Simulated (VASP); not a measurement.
# Yb (P6_3/mmc) in VASP: single point with PBE+U

Aim: the single point of Yb with PBE+U.

Program: VASP 6.6.1. These are calculated values, not measurements. Logs are shortened: lines on timing, memory, paths and dates and some standing lists are left out, and cuts for length are marked.

### Step 1. The crystal as given

The structure is hexagonal, space group P6_3/mmc (No. 194). The conventional cell has a = 3.900 Å, b = 3.900 Å, c = 12.460 Å, α = 90.00°, β = 90.00°, γ = 120.00°. Around Yb (site symmetry -3m) lie 12 Yb at 3.84 to 3.90 Å. Around Yb (site symmetry -6m2) lie 12 Yb at 3.84 to 3.90 Å.

This isn't the form of Yb at room conditions, which is fcc.

### Step 2. Single point, PBE+U

File INCAR:

```
SYSTEM = Yb
PREC = Accurate ; ENCUT = 520
EDIFF = 1E-6 ; ISMEAR = 0
SIGMA = 0.05 ; LREAL = .FALSE.
LASPH = .TRUE. ; NELM = 150
ALGO = Normal ; ISIF = 2
LWAVE = .FALSE. ; LCHARG = .FALSE.
LMAXMIX = 6 ; LDAU = .TRUE.
LDAUTYPE = 2 ; LDAUL = 3
LDAUU = 6 ; LDAUJ = 0
LDAUPRINT = 1 ; GGA = PE
NBANDS = 56
```

File KPOINTS:

```
regular mesh
0
G
  6 6 2
  0 0 0
```

File POSCAR:

```
Yb
1.0
    3.9000898187      0.0000000000      0.0000000000
   -1.9500449093      3.3775768601      0.0000000000
    0.0000000000      0.0000000000     12.4603888450
Yb
4
Direct
    0.0000000000      0.0000000000      0.0000000000
    0.0000000000      0.0000000000      0.5000000000
    0.3333333333      0.6666666667      0.2500000000
    0.6666666667      0.3333333333      0.7500000000
```

Potentials or basis: VASP PAW PBE potentials, release 64 (Yb).

Command:

```
cat potpaw_PBE.64/Yb/POTCAR > POTCAR
mpirun -np 1 vasp_std > vasp.out
```

OUTCAR:

```text
SYSTEM = Yb
   PREC = Accurate
   ENCUT = 520
   EDIFF = 1E-6
   ISMEAR = 0
   LREAL = .FALSE.
   LASPH = .TRUE.
   NELM = 150
   ISIF = 2
   GGA = PE

 ion  position               nearest neighbor table
   1  0.000  0.000  0.000-
   2  0.000  0.000  0.500-
   3  0.333  0.667  0.250-
   4  0.667  0.333  0.750-

  LATTYP: Found a hexagonal cell.
 ALAT       =     3.9000898187
 C/A-ratio  =     3.1948979188

  Lattice vectors:

 A1 = (   3.9000898187,   0.0000000000,   0.0000000000)
 A2 = (  -1.9500449093,   3.3775768601,   0.0000000000)
 A3 = (   0.0000000000,   0.0000000000,  12.4603888450)

Analysis of symmetry for initial positions (statically):
=====================================================================
 Subroutine PRICEL returns:
 Original cell was already a primitive cell.

 Routine SETGRP: Setting up the symmetry group for a
 hexagonal supercell.

 Subroutine GETGRP returns: Found 24 space group operations
 (whereof 12 operations were pure point group operations)
 out of a pool of 24 trial point group operations.

The static configuration has the point symmetry D_3d.
 The point group associated with its full space group is D_6h.

Analysis of symmetry for dynamics (positions and initial velocities):
=====================================================================
 Subroutine PRICEL returns:
 Original cell was already a primitive cell.

 Routine SETGRP: Setting up the symmetry group for a
 hexagonal supercell.

 Subroutine GETGRP returns: Found 24 space group operations
 (whereof 12 operations were pure point group operations)
 out of a pool of 24 trial point group operations.

The dynamic configuration has the point symmetry D_3d.
 The point group associated with its full space group is D_6h.

 Subroutine INISYM returns: Found 24 space group operations
 (whereof 12 operations are pure point group operations),
 and found     1 'primitive' translations

----------------------------------------------------------------------------------------

                                     Primitive cell

  volume of cell :     164.1389

  direct lattice vectors                    reciprocal lattice vectors
     3.900089819  0.000000000  0.000000000     0.256404351  0.148035121  0.000000000
    -1.950044909  3.377576860  0.000000000     0.000000000  0.296070242  0.000000000
     0.000000000  0.000000000 12.460388845     0.000000000  0.000000000  0.080254317

  length of vectors
     3.900089819  3.900089819 12.460388845     0.296070242  0.296070242  0.080254317

  position of ions in fractional coordinates (direct lattice)
     0.000000000  0.000000000  0.000000000
     0.000000000  0.000000000  0.500000000
     0.333333333  0.666666667  0.250000000
     0.666666667  0.333333333  0.750000000

[... 63 lines left out ...]
   LSORBIT =      F    spin-orbit coupling
   LASPH  =      T    aspherical Exc in radial PAW
   ENCUT  =  520.0 eV  38.22 Ry    6.18 a.u.   7.25  7.25 23.17*2*pi/ulx,y,z
   NELM   =    150;   NELMIN=  2; NELMDL= -5     # of ELM steps
   EDIFF  = 0.1E-05   stopping-criterion for ELM
   LREAL  =      F    real-space projection
   EDIFFG = 0.1E-04   stopping-criterion for IOM
   NSW    =      0    number of steps for IOM
   IBRION =     -1    ionic relax: 0-MD 1-quasi-New 2-CG
   NFREE  =      0    steps in history (QN), initial steepest desc. (CG)
   ISIF   =      2    stress and relaxation
   ISYM   =      2    0-nonsym 1-usesym 2-fastsym
   POTIM  = 0.5000    time-step for ionic-motion
   TEBEG  =    0.0;   TEEND  =   0.0 temperature during run
   PSTRESS=    0.0 pullay stress
   NELECT =      96.0000    total number of electrons
   NUPDOWN=      -1.0000    fix difference up-down
   EMIN   =  10.00;   EMAX   =-10.00  energy-range for DOS
   EFERMI =   0.00;   METHOD = LEGACY
   ISMEAR =     0;   SIGMA  =   0.05  broadening in eV -4-tet -1-fermi 0-gaus
   EFERMI_NEDOS =   21; number of points for ismear=-14 and -15
   IALGO  =     38    algorithm
   IMIX   =      4    mixing-type and parameters
     AMIX     =   0.40;   BMIX     =  1.00
     AMIX_MAG =   1.60;   BMIX_MAG =  1.00
  volume/ion in A,a.u.               =      41.03       276.92
  Fermi-wavevector in a.u.,A,eV,Ry     =   1.369078  2.587182 25.502403  1.874374
  Thomas-Fermi vector in A             =   2.494985
   LORBIT       =      0    0 simple, 1 ext, 2 COOP (PROOUT), +10 PAW based schemes
 LDA+U is selected, type is set to LDAUTYPE =  2
   angular momentum for each species LDAUL =     3
   U (eV)           for each species LDAUU =   6.0
   J (eV)           for each species LDAUJ =   0.0
   GGA     = PE    functional components
   LHFCALC =     F    Hartree Fock is set to
   AEXX    =    0.0000 exact exchange contribution
   IVDW    =     0    specifies the selected vdW correction
   LEPSILON=     F    determine dielectric tensor
   LRPA    =     F    only Hartree local field effects (RPA)
 non-spin polarized calculation
 Gauss-broadening in eV      SIGMA  =   0.05
  energy-cutoff  :      520.00
  volume of cell :      164.14
 maximum number of plane-waves:      4443
 NGX is ok and might be reduce to    30
   NGX = 15   NGY = 15   NGZ = 47

atom =   1  type =  1  l = 3

 onsite density matrix

spin component  1
[... 144 lines left out ...]
  o =  0.9859  v =  0.0000  0.0000 -0.0000  1.0000 -0.0000 -0.0000  0.0000  0.0000  0.0000  0.0000  0.0000  0.0000  0.0000  0.0000      0.0000  0.0000  0.0000  0.0000  0.0000  0.0000  0.0000  0.0000  0.0000  0.0000  0.0000  0.0000  0.0000  0.0000
  o =  0.9859  v =  0.0000  0.0000  0.0000  0.0000  0.0000  0.0000  0.0000  0.0000  0.0000 -0.0000  1.0000 -0.0000 -0.0000  0.0000      0.0000  0.0000  0.0000  0.0000  0.0000  0.0000  0.0000  0.0000  0.0000  0.0000  0.0000  0.0000  0.0000  0.0000
  o =  0.9867  v =  1.0000 -0.0000 -0.0000 -0.0000  0.0000  0.0000  0.0000  0.0000  0.0000  0.0000  0.0000  0.0000  0.0000  0.0000      0.0000  0.0000  0.0000  0.0000  0.0000  0.0000  0.0000  0.0000  0.0000  0.0000  0.0000  0.0000  0.0000  0.0000
  o =  0.9867  v =  0.0000  0.0000  0.0000  0.0000  0.0000  0.0000  0.0000  1.0000 -0.0000 -0.0000 -0.0000  0.0000  0.0000  0.0000      0.0000  0.0000  0.0000  0.0000  0.0000  0.0000  0.0000  0.0000  0.0000  0.0000  0.0000  0.0000  0.0000  0.0000
  o =  0.9876  v = -0.0000 -0.9779 -0.0000  0.0000 -0.0000 -0.2092 -0.0000  0.0000  0.0000  0.0000  0.0000  0.0000  0.0000  0.0000      0.0000  0.0000  0.0000  0.0000  0.0000  0.0000  0.0000  0.0000  0.0000  0.0000  0.0000  0.0000  0.0000  0.0000
  o =  0.9876  v =  0.0000  0.0000  0.0000  0.0000  0.0000  0.0000  0.0000 -0.0000 -0.9779 -0.0000  0.0000 -0.0000 -0.2092 -0.0000      0.0000  0.0000  0.0000  0.0000  0.0000  0.0000  0.0000  0.0000  0.0000  0.0000  0.0000  0.0000  0.0000  0.0000
  o =  0.9876  v =  0.0000  0.0000  0.0000  0.0000  0.0000  0.0000  0.0000 -0.0000 -0.2092 -0.0000  0.0000  0.0000  0.9779 -0.0000      0.0000  0.0000  0.0000  0.0000  0.0000  0.0000  0.0000  0.0000  0.0000  0.0000  0.0000  0.0000  0.0000  0.0000
  o =  0.9876  v = -0.0000 -0.2092 -0.0000  0.0000  0.0000  0.9779 -0.0000  0.0000  0.0000  0.0000  0.0000  0.0000  0.0000  0.0000      0.0000  0.0000  0.0000  0.0000  0.0000  0.0000  0.0000  0.0000  0.0000  0.0000  0.0000  0.0000  0.0000  0.0000
  o =  0.9887  v =  0.0000  0.0000  0.0000  0.0000  0.0000  0.0000  0.0000 -0.0000  0.0000 -0.3229  0.0000  0.9464 -0.0000 -0.0000      0.0000  0.0000  0.0000  0.0000  0.0000  0.0000  0.0000  0.0000  0.0000  0.0000  0.0000  0.0000  0.0000  0.0000
  o =  0.9887  v = -0.0000  0.0000 -0.3229  0.0000  0.9464 -0.0000 -0.0000  0.0000  0.0000  0.0000  0.0000  0.0000  0.0000  0.0000      0.0000  0.0000  0.0000  0.0000  0.0000  0.0000  0.0000  0.0000  0.0000  0.0000  0.0000  0.0000  0.0000  0.0000
  o =  0.9887  v =  0.0000  0.0000  0.0000  0.0000  0.0000  0.0000  0.0000  0.0000 -0.0000  0.9464  0.0000  0.3229 -0.0000 -0.0000      0.0000  0.0000  0.0000  0.0000  0.0000  0.0000  0.0000  0.0000  0.0000  0.0000  0.0000  0.0000  0.0000  0.0000
  o =  0.9887  v =  0.0000 -0.0000  0.9464  0.0000  0.3229 -0.0000 -0.0000  0.0000  0.0000  0.0000  0.0000  0.0000  0.0000  0.0000      0.0000  0.0000  0.0000  0.0000  0.0000  0.0000  0.0000  0.0000  0.0000  0.0000  0.0000  0.0000  0.0000  0.0000
  o =  0.9889  v =  0.0000  0.0000  0.0000  0.0000  0.0000  0.0000  0.0000  0.0000  0.0000 -0.0000 -0.0000 -0.0000  0.0000 -1.0000      0.0000  0.0000  0.0000  0.0000  0.0000  0.0000  0.0000  0.0000  0.0000  0.0000  0.0000  0.0000  0.0000  0.0000
  o =  0.9889  v =  0.0000  0.0000 -0.0000 -0.0000 -0.0000  0.0000 -1.0000  0.0000  0.0000  0.0000  0.0000  0.0000  0.0000  0.0000      0.0000  0.0000  0.0000  0.0000  0.0000  0.0000  0.0000  0.0000  0.0000  0.0000  0.0000  0.0000  0.0000  0.0000

 number of electron      96.0000007 magnetization

 Free energy of the ion-electron system (eV)
  ---------------------------------------------------
  ext. energy  EPLUGINS =         0.00000000
  ---------------------------------------------------
  free energy    TOTEN  =       -11.16106827 eV

  energy without entropy =      -11.15703459  energy(sigma->0) =      -11.15905143

 E-fermi :   1.2233     XC(G=0):  -8.7991

 val. band max:        1.2212395476   @ k =   0.3333   0.0000   0.0000
 cond. band min:       1.2642109903   @ k =   0.3333   0.0000   0.0000
 fundamental gap:      0.0429714427
 Fermi energy:         1.2233097410

 k-point     1 :       0.0000    0.0000    0.0000
  band No.  band energies     occupation
      1     -49.6668      2.00000
      2     -49.6618      2.00000
      3     -49.6614      2.00000
      4     -49.6564      2.00000
      5     -22.3755      2.00000
      6     -22.2551      2.00000
[... 815 lines left out ...]
     55       2.3957      0.00000
     56       2.3957      0.00000

------------------------ aborting loop because EDIFF is reached ----------------------------------------

  FORCE on cell =-STRESS in cart. coord.  units (eV):
  Direction    XX          YY          ZZ          XY          YZ          ZX
  --------------------------------------------------------------------------------------
  -------------------------------------------------------------------------------------
  Total       -0.3892810     -0.3892810     -0.6408194     -0.0000000      0.0000000      0.0000000
  in kB       -3.7998143     -3.7998143     -6.2551074     -0.0000000      0.0000000      0.0000000
  external PRESSURE =      -4.6182453 kB  Pullay stress =       0.0000000 kB

 VOLUME and BASIS-vectors are now :
 -----------------------------------------------------------------------------
  energy-cutoff  :      520.00
  volume of cell :      164.14
      direct lattice vectors                 reciprocal lattice vectors
     3.900089819  0.000000000  0.000000000     0.256404351  0.148035121  0.000000000
    -1.950044909  3.377576860  0.000000000     0.000000000  0.296070242  0.000000000
     0.000000000  0.000000000 12.460388845     0.000000000  0.000000000  0.080254317

 POSITION                                       TOTAL-FORCE (eV/Angst)
 -----------------------------------------------------------------------------------
      0.00000      0.00000      0.00000        -0.000000      0.000000      0.000000
      0.00000      0.00000      6.23019        -0.000000      0.000000      0.000000
     -0.00000      2.25172      3.11510        -0.000000     -0.000000      0.000000
      1.95004      1.12586      9.34529         0.000000      0.000000     -0.000000
 -----------------------------------------------------------------------------------
    total drift:                                0.000000      0.000000      0.000000

  FREE ENERGIE OF THE ION-ELECTRON SYSTEM (eV)
  ---------------------------------------------------
  free  energy   TOTEN  =       -11.1610682750 eV

  energy  without entropy=      -11.1570345941  energy(sigma->0) =      -11.15905143
```

Run time: 12 min. Hardware: 1 thread of Intel Xeon Platinum 8488C (Sapphire Rapids), shared host; peak memory 0.33 GiB.

Results:

| Item | Value |
| --- | --- |
| Free energy | -11.1611 eV |
| Pressure | -0.5 GPa |
| Band gap on the k mesh | none (metal or under the smearing width) |

Eigenvalues of the final occupation matrices:
```
    site  spin  trace                         eigenvalues
site 1 f     1   6.91  0.98 0.99 0.99 0.99 0.99 0.99 0.99
site 1 f     2   6.91  0.98 0.99 0.99 0.99 0.99 0.99 0.99
site 2 f     1   6.91  0.98 0.99 0.99 0.99 0.99 0.99 0.99
site 2 f     2   6.91  0.98 0.99 0.99 0.99 0.99 0.99 0.99
site 3 f     1   6.91  0.99 0.99 0.99 0.99 0.99 0.99 0.99
site 3 f     2   6.91  0.99 0.99 0.99 0.99 0.99 0.99 0.99
site 4 f     1   6.91  0.99 0.99 0.99 0.99 0.99 0.99 0.99
site 4 f     2   6.91  0.99 0.99 0.99 0.99 0.99 0.99 0.99
```

Caveat: U without spin polarisation on a metal has little footing.
